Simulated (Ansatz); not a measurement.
Ni₃Ge: how the energy converges with the cutoff

Ni₃Ge, P1, a = 3.492 Å, b = 3.519 Å, c = 3.520 Å, α, β, γ = 91.1°, 89.6°, 88.9°. Ansatz: PBEsol, PAW, cutoff varied, Γ-centred 8×8×8 mesh on 4 atoms, Gaussian smearing 0.10 eV; no spin polarisation. Single points at one geometry with displaced atoms, the cutoff alone changed; ΔE is the energy at zero smearing over the run at 600 eV. The runs up to 350 eV lie under the cutoff recommended for these PAW datasets.

```tsv
cutoff (eV)	ΔE (meV/atom)
200	13280.06
250	2194.33
300	261.51
350	?
420	1.88
```

Q: Assume ΔE falls exponentially with the cutoff, fit y = ln ΔE against x, the cutoff in eV, to the other rows, and predict the missing value.

A: y = 9.494, 7.694, 5.566, 0.631. Means x = 292.5, y = 5.8462; Σ(Δx)² = 26675, ΣΔxΔy = -1083; the slope is their ratio. y = 17.72 − 0.04060 x, a factor of ten per 57 eV. At 350 eV this gives ΔE = 33.45 meV/atom. The run gave 18.70, a ratio of 1.79. Between neighbouring rows the decay runs from a factor of ten per 44 eV to one per 70 eV, so one exponential is only a rough guide.

Cost: 6 runs of about 7.1 core-minutes in all, on Intel Xeon Processor @ 2.50GHz (Skylake/Cascade Lake) (shared hosts).